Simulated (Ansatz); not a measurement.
Ca: from a first guess to the relaxed diamond type

First guess:

```
CELL_PARAMETERS angstrom
0.00000 3.21951 3.21951
3.21951 0.00000 3.21951
3.21951 3.21951 0.00000
ATOMIC_POSITIONS crystal
Ca 0.00000 0.00000 0.00000
Ca 0.25000 0.25000 0.25000
```

These are results of DFT, PBE, PAW with Ansatz's default frozen-core files, scalar-relativistic in Ansatz 0.2.0, not measurements.

Cell and atoms relax within the symmetry of the start on a 11×11×11 k mesh with 0.05 eV Fermi–Dirac smearing.

The start is built from a prototype, known or not as a phase of this compound; the cutoff is 420 eV.

(1) What is the pressure of the first guess?

(2) What does it relax to?

(3) How much energy does the relaxation release?

Answers

(1) 5.66 GPa.

(2) a = 8.604 Å, b = 8.604 Å, c = 8.604 Å, α = 90.00°, β = 90.00°, γ = 90.00° (conventional cell), 79.62 Å³ per atom:
Space group Fd-3m:1 (No. 227). a = 8.604 Å, b = 8.604 Å, c = 8.604 Å, α = 90.00°, β = 90.00°, γ = 90.00°
| atom | site | symmetry | x | y | z |
| --- | --- | --- | --- | --- | --- |
| Ca | 8b | -43m | 0.0000 | 0.0000 | 0.5000 |

(3) 655 meV/atom.
